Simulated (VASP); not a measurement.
Crystal: CdSe (Cadmoselite).

```
Cd Se
1.0
     4.30000    0.00000    0.00000
    -2.15000    3.72391    0.00000
     0.00000    0.00000    7.02000
Cd Se
2 2
Cartesian
  2.1500 1.2413 3.5100
  0.0000 2.4826 0.0000
  2.1500 1.2413 6.2127
  0.0000 2.4826 2.7027
```

Base run:

```yaml
Program: VASP 6.6.1
Functional: TB-mBJ
Potentials_or_basis: VASP PAW PBE potentials, release 64 (Cd, Se)
Cutoff: 520 eV
k_mesh: 8 × 8 × 4
Occupations: gaussian, width 0.02 eV
Spin: no spin polarisation
```

Its results: band gap on the k mesh 2.04 eV, direct.

Q: The run is repeated on the same cell with these changes: functional from TB-mBJ to r2SCAN. What comes out?

A: Band gap on the k mesh 1.19 eV, direct.
